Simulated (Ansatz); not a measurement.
MgF2 (rutile)

```xyz
12
Lattice="9.3968 0.0000 0.0000 0.0000 4.6984 0.0000 0.0000 0.0000 3.0928" Properties=species:S:1:pos:R:3 pbc="T T T"
Mg     0.0000     0.0000     0.0000
Mg     4.6984     0.0000     0.0000
Mg     2.3492     2.3492     1.5464
Mg     7.0476     2.3492     1.5464
F      1.4263     1.4263     0.0000
F      6.1247     1.4263     0.0000
F      3.7755     0.9229     1.5464
F      8.4739     0.9229     1.5464
F      0.9229     3.7755     1.5464
F      5.6212     3.7755     1.5464
F      3.2721     3.2721     0.0000
F      7.9704     3.2721     0.0000
```

The atoms are displaced by Q × the pattern below (from a DFPT mode at X = (0.5, 0.0, 0.0), largest move 1; Q in Å), at fixed cell. It is one choice among 2 degenerate patterns. (q is in reciprocal vectors of the primitive cell; the cell shown is doubled to hold the pattern.)

```json
[
 {"atom": "Mg1", "x": "-0.330", "y": "0.944", "z": "0.000"},
 {"atom": "Mg2", "x": "0.330", "y": "-0.944", "z": "0.000"},
 {"atom": "Mg3", "x": "0.067", "y": "0.190", "z": "0.000"},
 {"atom": "Mg4", "x": "-0.067", "y": "-0.190", "z": "0.000"},
 {"atom": "F5", "x": "0.815", "y": "-0.221", "z": "0.000"},
 {"atom": "F6", "x": "-0.815", "y": "0.221", "z": "0.000"},
 {"atom": "F7", "x": "0.387", "y": "-0.668", "z": "0.000"},
 {"atom": "F8", "x": "-0.387", "y": "0.668", "z": "0.000"},
 {"atom": "F9", "x": "-0.672", "y": "0.531", "z": "0.000"},
 {"atom": "F10", "x": "0.672", "y": "-0.531", "z": "0.000"},
 {"atom": "F11", "x": "-0.601", "y": "0.462", "z": "0.000"},
 {"atom": "F12", "x": "0.601", "y": "-0.462", "z": "0.000"}
]
```

Level of theory: PBE (plane waves to 420 eV, PAW, scalar-relativistic; Ansatz, a program for electronic structure). k mesh 4×7×11 (Γ-centred), Fermi-Dirac smearing 0.05 eV. MgF2 was relaxed with its symmetry unable to fall.

At one point of the scan the forces (eV/Å) are:

```tsv
atom	Fx	Fy	Fz
Mg1	-0.240	0.749	0.000
Mg2	0.316	-0.724	0.000
Mg3	-0.002	0.162	0.000
Mg4	-0.085	-0.138	0.000
F5	0.508	-0.160	0.000
F6	-0.506	0.116	0.000
F7	0.410	-0.631	0.000
F8	-0.122	0.247	0.000
F9	-0.535	0.529	0.000
F10	0.333	-0.172	0.000
F11	-0.418	0.289	0.000
F12	0.341	-0.268	0.000
```

**Question.** Which point is it?
(A) Q = -0.233 Å
(B) Q = -0.140 Å
(C) Q = -0.280 Å
(D) Q = -0.047 Å

**Answer.** B, Q = -0.140 Å

(For displaced atoms, the force is minus the slope of the energy, and its curvature is a force constant, which sets phonon frequencies.)
